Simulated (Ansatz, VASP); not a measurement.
# PtSe2 (Sudovikovite) in VASP and in Ansatz

File INCAR:

```
SYSTEM = PtSe2
  PREC = Accurate
  ENCUT = 520
  EDIFF = 1E-7
  ISMEAR = -1
  SIGMA = 0.05
  LREAL = .False.
  LASPH = .True.
  NELM = 60
  ALGO = Normal
  ISIF = 2
  LWAVE = .False.
  LCHARG = .False.
  GGA = PS
  NBANDS = 18
```

Contents of KPOINTS:

```
regular mesh
0
Gamma
  8 8 5
  0 0 0
```

The input POSCAR:

```
PtSe2
1.0
    3.7486629704      0.0000000000      0.0000000000
   -1.8743314852      3.2464373626      0.0000000000
    0.0000000000      0.0000000000      5.0955241558
Pt Se
1 2
Direct
    0.0000000000      0.0000000000      0.0000000000
    0.6666666667      0.3333333333      0.7500000000
    0.3333333333      0.6666666667      0.2500000000
```

The input input.yaml:

```yaml
crystal:
  lattice:
    - [3.7486629704, 0.0, 0.0]
    - [-1.8743314852, 3.2464373626, 0.0]
    - [0.0, 0.0, 5.0955241558]
  atoms:
    - { symbol: Pt, position: [0.0, 0.0, 0.0] }
    - { symbol: Se, position: [0.6666666667, 0.3333333333, 0.75] }
    - { symbol: Se, position: [0.3333333333, 0.6666666667, 0.25] }
hamiltonian:
  xc: pbesol
  pseudopotentials: { kind: paw }
kpoints:
  mp_grid: { grid: [8, 8, 5] }
scf:
  occupations: { method: fermi_dirac, width: 0.05 }
output:
  forces: true
  stress: true
  eigenvalues: true
```

Change from the starting cell: volume scaled by 1.02.

Alike in both runs: task single point; functional PBEsol; k mesh 8 × 8 × 5; occupations fermi-dirac, width 0.05 eV; no spin polarisation.

```csv
,VASP,Ansatz
version,VASP 6.6.1,Ansatz 0.2.0
potentials or method,"VASP PAW PBE potentials, release 64 (Pt, Se)",Ansatz PAW
plane-wave cutoff (eV),520,420
valence electrons in the cell,22,50
```

```csv
,VASP,Ansatz,Ansatz less VASP
gap on the k mesh at the Fermi level (eV),none,none,-
pressure (GPa),-0.4,-0.5,-0.07
largest component of the traceless stress (GPa),0.31,0.28,-0.028
rms of the force components (eV/Å),0.052,0.045,-0.0070
```

Atom by atom the forces differ by 0.007 eV/Å (rms over components). A gap of «none» marks a metal or a gap that the smearing closes. The two sets of potentials don't hold the same shells in valence.

Caveats: the PAW data sets were made with another functional, which shifts forces and pressure a little (VASP); the PAW data sets come from PBE, with cores solved anew for the run's functional, which leaves a small shift of forces and pressure (Ansatz). The runs have no spin-orbit coupling, so splittings on Pt are missing.
